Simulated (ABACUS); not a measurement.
A run of ABACUS 3.10.1 is set up as follows.

The input INPUT:

```
INPUT_PARAMETERS
suffix              Zn
calculation         scf
basis_type          pw
pseudo_dir          ./
symmetry            1
dft_functional      pbe
ecutwfc             84
pseudo_rcut         7
nspin               1
nbands              14
ks_solver           dav
smearing_method     fd
smearing_sigma      0.00367493
scf_thr             1e-08
scf_nmax            100
mixing_type         broyden
mixing_beta         0.7
cal_force           1
cal_stress          1
kpar                4
```

Contents of STRU:

```
ATOMIC_SPECIES
Zn 65.3800 Zn.upf

LATTICE_CONSTANT
1.8897261246

LATTICE_VECTORS
-1.5935815700 1.7766151400 1.7460215800
1.5039206500 -1.5066388000 1.3863843100
1.5441115400 1.4571687700 -1.4760452300

ATOMIC_POSITIONS
Direct

Zn
0.0
1
0.0000000000 0.0000000000 0.0000000000 1 1 1
```

File KPT:

```
K_POINTS
0
Gamma
11 12 12 0 0 0
```

Potentials or basis: PseudoDojo NC SR 0.4.1 PBE standard, plane waves.

Command:

```console
$ OMP_NUM_THREADS=1 mpirun -np 4 abacus > log
```

Predict the band gap on the k mesh.

none (metal or under the smearing width).

Estimate the pressure.

2.1 GPa.

Stress tensor (GPa, compression positive):
```
-0.45 -0.80  0.70
-0.80  3.80 -3.42
 0.70 -3.42  3.09
```
